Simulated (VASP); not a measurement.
# BeTe: restarted molecular dynamics, 2 variants

BeTe, F-43m (no. 216), 8 atoms in the cell. PBE, molecular dynamics; PAW potentials Te, Be (PBE set).

| Restart from | Temperature at the end (K) | The same without a restart (K) | Potential energy at the end (eV/atom) | The same without a restart (eV/atom) | Electronic steps in the first step after the restart | Time (s) |
|---|---|---|---|---|---|---|
| CONTCAR with velocities, WAVECAR read | 292.0 | 292.0 | -3.67256 | -3.67256 | 4 | 172 |
| CONTCAR with velocities, no WAVECAR | 292.0 | 292.0 | -3.67256 | -3.67256 | 14 | 149 |

Limits: 60 fs of 8 atoms are too short for converged averages.

## Input of the first row

INCAR.step1:
```
SYSTEM = BeTe
ALGO = Normal
ANDERSEN_PROB = 0.0
EDIFF = 1E-6
ENCUT = 250
GGA = PE
IBRION = 0
ISIF = 2
ISMEAR = 0
ISYM = 0
KPAR = 2
LASPH = .TRUE.
LCHARG = .FALSE.
LREAL = Auto
LWAVE = .TRUE.
MDALGO = 1
NELM = 60
NELMIN = 4
NSW = 30
POTIM = 1.0
PREC = Normal
RANDOM_SEED = 810806 0 0
SIGMA = 0.05
TEBEG = 1000
```

INCAR.step2, as INCAR.step1 but for:
```
- LWAVE = .TRUE.
+ LWAVE = .FALSE.
```

KPOINTS:
```
k-points
0
Monkhorst-Pack
  2 2 2
```

POSCAR.step1:
```
BeTe
1.0
    5.5400000000      0.0000000000      0.0000000000
    0.0000000000      5.5400000000      0.0000000000
    0.0000000000      0.0000000000      5.5400000000
Te Be
4 4
Direct
    0.2500000000      0.2500000000      0.2500000000
    0.2500000000      0.7500000000      0.7500000000
    0.7500000000      0.2500000000      0.7500000000
    0.7500000000      0.7500000000      0.2500000000
    0.0000000000      0.0000000000      0.0000000000
    0.0000000000      0.5000000000      0.5000000000
    0.5000000000      0.0000000000      0.5000000000
    0.5000000000      0.5000000000      0.0000000000
```

Commands (each step's output is kept before the next begins):
```
cat potpaw_PBE.64/Te/POTCAR potpaw_PBE.64/Be/POTCAR > POTCAR
cp INCAR.step1 INCAR
cp POSCAR.step1 POSCAR
mpirun -np 2 vasp_std > vasp.out
cp CONTCAR POSCAR
cp INCAR.step2 INCAR
mpirun -np 2 vasp_std > vasp.out
```

Changes of the last row against the first:
```
(step 1)
- LWAVE = True
+ LWAVE = False
```

VASP 6.6.1 took 172 s on 2 cores (AMD EPYC 7R43 (Zen 3)), a shared host.
